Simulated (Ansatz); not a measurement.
NiO: pressure against volume per atom

Periodic Kohn-Sham DFT of a crystal at fixed atoms; pressure and stress are positive in compression; the energy is the free energy less that of spherical unpolarised free atoms; site moments are those in the method's own spheres, positive along +z. The results are calculated, by Ansatz 0.2.0.

Cell of the first row (space group Fm-3m, No. 225):
```
cell vectors (Å)
   0.0000     2.0486     2.0486
   2.0486     0.0000     2.0486
   2.0486     2.0486     0.0000
atoms (fractions of the cell vectors)
Ni  0.00000  0.00000  0.00000
O   0.50000  0.50000  0.50000
```

Settings of every row: method all-electron PAW; functional PBE; relativity scalar; k mesh 17x17x17; filling fermi-dirac; smearing width 0.03 eV; nucleus gaussian.

Atom:
```csv
element,start moment (bohr magneton)
Ni,1.5
O,0
```

Limits: semilocal functional can close the gap of open d or f salts; with one magnetic atom in the cell only parallel moments are possible.

```csv
row,volume per atom (Å³),pressure (GPa),cell moment (bohr magneton)
1,8.598,17.661,1.62
2,8.689,15.208,1.652
3,8.781,?,?
4,8.964,8.534,1.735
5,9.055,6.556,1.762
6,9.147,4.693,1.79
7,9.238,2.919,1.816
8,9.329,1.216,1.84
9,9.512,-2.018,1.878
10,9.604,-3.547,1.893
11,9.695,-5.013,1.906
```

Question: what pressure should row 3 give?

Worked fit of pressure. Take u = (V_r/V)^(2/3) − 1 with V_r = 9.1925 Å³ an atom, which is twice the finite (Eulerian) strain; such expansions in the strain, on which the Birch-Murnaghan equation of state is built, carry the rest volume and the bulk modulus. The shown rows have u = 0.04558, 0.03827, 0.01692, 0.0101, 0.00331, -0.00329, -0.00978, -0.02252, -0.02877, -0.03486. Least squares give pressure = 3.7887 + 269.391 × u + 607.89 × u² + 3599 × u³ GPa; a parabola predicts inner rows, each left out in turn, worse (root mean square 0.048 against 0.016 GPa). The rows lie off it by -0.010, 0.018, -0.004, -0.019, 0.006, 0.010, 0.007, -0.007, -0.003, 0.003 (root mean square 0.01 GPa). The pressure vanishes at u = -0.0145, or V = 9.396 Å³ an atom, and there the bulk modulus at fixed shape and fractions is B = −V dP/dV = (2/3)(1 + u) dP/du = 167 GPa. The withheld row has u = 0.031, so the fit gives 3.7887 + 269.391 × (0.031) + 607.89 × (0.031)² + 3599 × (0.031)³ = 12.831 GPa.

The calculation gave 12.868 GPa. The fit lies 0.037 GPa (0.16 % of the column's range) below it; its largest miss of a shown row is 0.019 GPa.

The other values of row 3: cell moment 1.681 bohr magneton.
